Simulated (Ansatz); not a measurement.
A surface is cut from this relaxed crystal of HfN:

```
CELL_PARAMETERS angstrom
0.00000 2.26270 2.26270
2.26270 0.00000 2.26270
2.26270 2.26270 0.00000
ATOMIC_POSITIONS crystal
Hf 0.00000 0.00000 0.00000
N 0.50000 0.50000 0.50000
```

Miller indices refer to the conventional cell of Fm-3m (No. 225), a = 4.525 Å, b = 4.525 Å, c = 4.525 Å, α = 90.00°, β = 90.00°, γ = 90.00°.

The (111) slab of 11 planes, 13.1 Å thick with 15 Å of vacuum as cut; outer planes N (top) and N (bottom).

These are results of DFT r2SCAN, scalar-relativistic, plane waves, PAW in Ansatz, not measurements. Plane waves to 500 eV, a k mesh through Γ of 12×12×1 on the computed 11-atom cell and Gaussian smearing (0.10 eV); no spin polarisation. The cell repeats along c with a dipole correction in the vacuum.

The slab isn't stoichiometric (Hf5N6), so its surface energy depends on the chemical potentials; it is given with the excess atoms taken from the element's standard state, a limit at which the compound may itself be unstable, so the figure can be too low. The work function read from the bulk's Fermi level differs by 0.25 eV, so the slab's middle doesn't match the bulk reference (too thin, or relaxed to another structure or magnetic state). The slab's middle planes relax by over 3 % too, so it holds no bulk-like region.

With the atoms at the bulk's places:

For the slab as cut, the surface energy with the excess atoms taken from the elements is 3.74 J/m². The work function is 8.50 eV.

Question: What changes when all atoms relax within this surface cell and its symmetry?

Answer: The energy falls by 4.002 J/m² a face, and the largest move is 0.28 Å.

- Surface energy with the excess atoms taken from the elements: -0.26 J/m²
- Work function: 6.04 eV

```tsv
plane (bottom to top)	atoms	spacing to next, bulk (Å)	relaxed (Å)	change (%)
1	N	1.306	0.765	-41.5
2	Hf	1.306	1.670	+27.8
3	N	1.306	1.192	-8.8
4	Hf	1.306	1.277	-2.3
5	N	1.306	1.347	+3.1
6	Hf	1.306	1.347	+3.1
7	N	1.306	1.277	-2.3
8	Hf	1.306	1.192	-8.8
9	N	1.306	1.670	+27.8
10	Hf	1.306	0.765	-41.5
11	N
```

Spin-orbit coupling is left out, which matters for the bands of heavy elements. Spin polarisation was left out, and a magnetic state may lie lower.